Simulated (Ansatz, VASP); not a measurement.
## K in VASP and in Ansatz

```
CELL_PARAMETERS angstrom
4.25218 0.00000 0.00000
0.00000 4.25218 0.00000
0.00000 0.00000 4.25218
ATOMIC_POSITIONS crystal
K 0.00000 0.00000 0.00000
```

Change from the starting cell: volume scaled by 0.96.

Alike in both runs: task single point; functional PBE; k mesh 6 × 6 × 6; occupations fermi-dirac, width 0.05 eV; no spin polarisation.

|  | VASP | Ansatz |
| --- | --- | --- |
| version | VASP 6.6.1 | Ansatz 0.2.0 |
| potentials or method | VASP PAW PBE potentials, release 64 (K_sv) | Ansatz PAW |
| plane-wave cutoff (eV) | 520 | 420 |
| valence electrons in the cell | 9 | 9 |

```csv
,VASP,Ansatz,Ansatz less VASP
gap on the k mesh at the Fermi level (eV),none,none,-
pressure (GPa),0.1,0.1,+0.01
```

A gap of «none» marks a metal or a gap that the smearing closes.
